A simulated STM image is a map of the electron density of all states between the Fermi level and the sample bias, taken here 4 Å above the topmost nucleus of a density-functional slab. For a simple s-wave tip this density is proportional to the tunnelling current. Negative bias images filled states, positive bias empty ones. Bright over dark is the ratio of the highest to the lowest density in the plane, and corrugation is the height range of a tip that follows the plane's mean density. The apparent barrier restates, as an energy, how fast that mean density decays outwards.

Simulated STM of an unreconstructed, As-terminated AlAs(100) slab (Al4As5 per 1×1 cell), from Ansatz 0.2.0 with PBEsol and plane-wave PAW: 420 eV cutoff, 15×15×1 k mesh, 0.05 eV Gaussian smearing, no spin polarisation. Densities and barriers are for the plane 4 Å above the topmost nucleus; corrugation is taken at that plane's mean density.

```csv
bias (V),log10 mean density (log10 of e/angstrom^3),bright over dark,corrugation (Å),brightest over,apparent barrier at 4 angstrom (eV)
-2.000,-4.784,4.050,0.526,As,7.469
-1.000,-4.821,4.366,0.561,As,7.406
-0.500,-4.890,4.326,0.565,As,7.239
-0.250,-5.155,4.282,0.576,As,6.972
0.250,-5.373,2.932,0.443,As,6.200
0.500,-5.351,3.022,0.455,As,6.287
1.000,-5.335,2.899,0.435,As,6.327
1.500,-5.326,2.858,0.430,As,6.365
```

Arsenic is brightest at either polarity, but the filled-state images have more relief and a higher barrier. Arsenic stays bright because the top plane holds nothing else, and the darkest point is the hollow between its atoms. The surface is an unreconstructed cut with its lower half held at bulk positions, and it is metallic; a real surface of this kind reconstructs. Each top As has two dangling bonds with 2.5 electrons in room for 4, which leaves 3 holes per cell over the two faces. The empty states up to 1.5 V amount to 2.96 electrons, so positive bias probably also images As dangling-bond states, not an Al-derived conduction band.

The difference between the polarities probably comes from how the waves vary sideways. A wave that oscillates along the surface has part of its energy tied up in that motion, so it decays faster into the vacuum. For a single state the barrier is roughly

$$B \approx \phi - E + \frac{\hbar^2 k^2}{2m},$$

where $\phi$ is the work function, $E$ the energy from the Fermi level, $k$ the sideways wave number and $m$ the electron mass. Energy alone would make the barrier change smoothly through zero bias.

Instead it drops by 0.77 eV between −0.25 and +0.25 V. Even if all the filled states lay at the bottom of their window, they would need about 0.67 eV of sideways energy. The empty states need at most 0.39 eV, wherever they lie in theirs. This sideways energy is an effective quantity, which also reflects orbital shape and the potential near the surface. A plausible reason for the difference is that the states just above the Fermi level lie closer to the centre of the surface Brillouin zone, but the bands were not resolved by momentum.

Sideways momentum also preserves relief. An image is an interference pattern between wave components that differ by a reciprocal-lattice vector. Near the zone centre one component reaches much farther out than the others, so the pattern soon fades; near the zone edge two components decay together and the pattern survives. The computed images are consistent with this: from 4 to 5 Å the filled-state images keep 62 to 65% of their corrugation, the empty-state ones about 56%.

The positive rows look alike because the first 0.25 eV above the Fermi level supplies 90% of the density at +1.5 V. States higher up add little, since each contributes far less density at the tip. They decay steeply despite their higher energy, a sign of strong sideways variation, and their admixture raises the apparent barrier with positive bias. The sampling of these states is coarse, the highest levels are only loosely converged and spin polarisation was excluded, so the small changes of relief among the positive rows deserve no explanation.

Corrugation and density ratio peak at different biases, and a simple estimate shows why. If the density falls exponentially, the corrugation is the logarithm of bright over dark divided by the decay rate. At −0.25 V the ratio of 4.28 has a logarithm of 1.45; divided by a decay of 2.7 per Å, this gives 0.54 Å, against 0.576 Å in the table. The ratio is slightly higher at −1 V, but the density decays faster there, so the same contrast takes less height.

With no adjustable constant, the estimate is low in every row, by at most 7% of the corrugation. The likely cause is that density decays more slowly over the dark hollow, where the tip must therefore move farther. At −2 V both ratio and corrugation drop. The deep states added there must have less contrast between the same bright and dark points than the states already counted.

Before reading a polarity difference as electronic structure, compare the images at equal current. At a common density of 10⁻⁵ e/Å³, interpolated between the computed planes, the tip stands closer to the surface for empty states, and this restores their relief. The corrugation difference between −1 and +1 V then shrinks from 0.13 Å to almost nothing, while at ±0.25 V about half of it remains. The near-cancellation at ±1 V belongs to this set point, not to the surface. At lower current the tip stands farther out, where empty-state relief has faded more, and a difference returns. The apparent barrier should not be entered as a work function: it exceeds the computed 6.06 eV in every row, because it includes sideways motion and, for filled states, their depth below the Fermi level. The decay rates behind it are also somewhat uncertain, since the exchange-correlation potential is rough in the thin density outside the surface. The analysis printed below gives the row-by-row comparison.

Output of the analysis:

```
Whole windows, common density 1e-5 e/angstrom^3:
    row  ln(ratio)/decay in angstrom  corrugation 5 over 4 angstrom  height at common density in angstrom  corrugation there in angstrom
   -2.0                       0.4995                         0.6504                                 4.177                         0.4874
   -1.0                       0.5286                         0.6451                                 4.148                         0.5258
   -0.5                       0.5313                         0.6374                                 4.092                         0.5421
  -0.25                       0.5376                         0.6245                                 3.867                         0.6224
   0.25                       0.4216                         0.5555                                 3.662                         0.5567
    0.5                       0.4305                          0.561                                 3.685                         0.5565
    1.0                        0.413                          0.563                                 3.701                         0.5241
    1.5                       0.4062                         0.5618                                 3.711                         0.5151
Slices added by each window:
    row  states per cell  density per state at 4 angstrom in 1e-6  slice barrier in eV  barrier from energy alone in eV  sideways momentum over zone edge
   -2.0            5.778                                   0.2317                8.183                            7.555                             0.517
   -1.0            2.942                                   0.7491                 8.38                            6.805                            0.8191
   -0.5            2.507                                    2.355                7.533                             6.43                            0.6856
  -0.25            2.133                                    3.278                6.946                             6.18                            0.5713
   0.25            1.058                                    4.008                6.189                             5.93                            0.3319
    0.5           0.5333                                   0.4091                8.074                             5.68                              1.01
    1.0           0.6222                                   0.2673                  7.5                            5.305                            0.9672
    1.5           0.7467                                   0.1252                8.388                            4.805                             1.236
Barrier at -0.25 V less barrier at +0.25 V (eV): 0.772
Least sideways energy in the -0.25 V window (eV): 0.6668
Most sideways energy in the +0.25 V window (eV): 0.3948
Density at +0.25 V over density at -0.25 V: 0.6062
Percent of the -2 V density from the last 0.5 eV below the Fermi level: 78.45
Percent of the +1.5 V density from the first 0.25 eV above the Fermi level: 89.87
Empty states up to 1.5 V (electrons per cell): 2.96
Holes by electron counting, two faces (electrons per cell): 3
Largest miss of ln(ratio)/decay (percent of corrugation): 6.67
Corrugation at -0.25 V less +0.25 V, equal height (angstrom): 0.133
Corrugation at -0.25 V less +0.25 V, equal density (angstrom): 0.06566
Corrugation at -1 V less +1 V, equal height (angstrom): 0.126
Corrugation at -1 V less +1 V, equal density (angstrom): 0.001723
```
